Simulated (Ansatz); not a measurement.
The calculation used DFT PBE, scalar-relativistic, plane waves, PAW in Ansatz 0.2.0. All cells share a 420 eV cutoff and Γ-centred k meshes spaced at most about 0.3 Å⁻¹ (about 0.25 or finer for metals, 2π included). No spin polarisation.

These are static total energies at zero pressure.

Two forms of In4Sb were relaxed alike.

A.

```yaml
crystal:
  lattice:
    - [5.58134, 0.00000, 0.00000]
    - [0.00000, 5.58134, 0.00000]
    - [0.00000, 0.00000, 5.58134]
  atoms:
    - { symbol: In, position: [0.00000, 0.50000, 0.50000] }
    - { symbol: In, position: [0.50000, 0.00000, 0.50000] }
    - { symbol: In, position: [0.50000, 0.50000, 0.00000] }
    - { symbol: In, position: [0.50000, 0.50000, 0.50000] }
    - { symbol: Sb, position: [0.00000, 0.00000, 0.00000] }
```

B.

```yaml
crystal:
  lattice:
    - [-3.54510, 3.54510, 3.54510]
    - [3.54510, -3.54510, 3.54510]
    - [3.54510, 3.54510, -3.54510]
  atoms:
    - { symbol: In, position: [0.50000, 0.50000, 0.50000] }
    - { symbol: In, position: [0.50000, 0.00000, 0.00000] }
    - { symbol: In, position: [0.00000, 0.00000, 0.50000] }
    - { symbol: In, position: [0.00000, 0.50000, 0.00000] }
    - { symbol: Sb, position: [0.00000, 0.00000, 0.00000] }
```

Task: Which form is favoured at zero pressure, and by what margin per atom?

Result: B is lower, by 137 meV/atom. A has space group Pm-3m (No. 221), 34.8 Å³/atom and no gap on its mesh; B has space group Im-3m (No. 229), 35.6 Å³/atom and no gap. Counting In atoms around Sb (those within 1.25 times the shortest such distance or 1.15 times the sum of covalent radii; a plus sign parts nearer from farther groups; the shortest distance is added where it is long for a bond), A has Sb 12+8 from 3.9 Å and B has Sb 8. Even the lower one lies +0.28 eV/atom against the reference forms of the elements (uncorrected), so neither is stable at this level. In A, In on a site of symmetry 4/mmm has 2 In at 2.79 Å, 4 Sb at 3.95 Å and 8 In at 3.95 Å; In on a site of symmetry m-3m has 6 In at 2.79 Å; around Sb lie 12 In at 3.95 Å (long contacts). In B, In is surrounded by 2 Sb at 3.07 Å and 6 In at 3.55 Å; Sb has 8 In at 3.07 Å. Both come from invented guesses. The lowest form computed isn't among them: it has space group Cmmm (No. 65), 30.5 Å³/atom and lies 189 meV/atom below the best shown.

These runs have no spin–orbit coupling, which can matter for Sb. Cells relaxed within their symmetry can be saddle points. Some structure types and database cells were kept out of the candidates from the start, so a known form may be missing.

B is favoured over A by 137 meV/atom, although it is the less dense of the two, so closer packing can't be the reason. The difference probably lies in the In–Sb contacts. In A, Sb sits in an oversized cage with its nearest In at 3.95 Å, too far for appreciable covalent bonding, while the In atoms are crowded together at 2.79 Å, well below the separations in indium metal. B relieves that crowding and brings In to 3.07 Å from Sb, still stretched for an In–Sb bond but close enough for useful p-orbital overlap.

This ranks two unfavourable arrangements and doesn't identify a ground state. The Cmmm form is both lower in energy and denser, so modest compression should not help either A or B against it. Its advantage of 189 meV/atom is still too small to bring it below the elements. That agrees with the known chemistry of the system, in which indium-rich compositions separate into indium metal and zinc-blende InSb, whose tetrahedral bonding satisfies the octet with no surplus indium.
